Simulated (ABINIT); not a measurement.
Runs of ABINIT 10.8.3 (patched build) on Au. It takes space group P6_3/mmc (No. 194, hexagonal). Conventional cell: a = 2.900 Å, b = 2.900 Å, c = 4.880 Å, α = 90.00°, β = 90.00°, γ = 120.00°. Au (site symmetry -6m2) is surrounded by 12 Au at 2.90 to 2.96 Å. This isn't the form of Au at room conditions, which is fcc.

```tsv
level	gap on the mesh (eV)	pressure (GPa)	relaxed volume (Å³/atom)
RPBE	none	0.0	(a)
BLYP	none	0.0	19.54
PBEsol	none	0.0	17.08
LDA	none	0.0	16.67
```

Alike in all rows: task relaxation of cell and atoms; potentials or basis JTH PAW PBE v2.0; no spin polarisation; cell relaxed; k mesh 11 × 11 × 6; cutoff (eV) 653; smearing fermi-dirac 0.05 eV.

Task: Fill in the values left out.

Result: (a) 18.54.

Caveats: the PAW data sets were made with another functional, which shifts forces and pressure a little.

A k mesh can miss the band edges, and the runs leave out spin-orbit coupling on Au.

A gap of «none» marks a metal or a gap under the smearing width.

Runs at the PBE level aren't shown here.
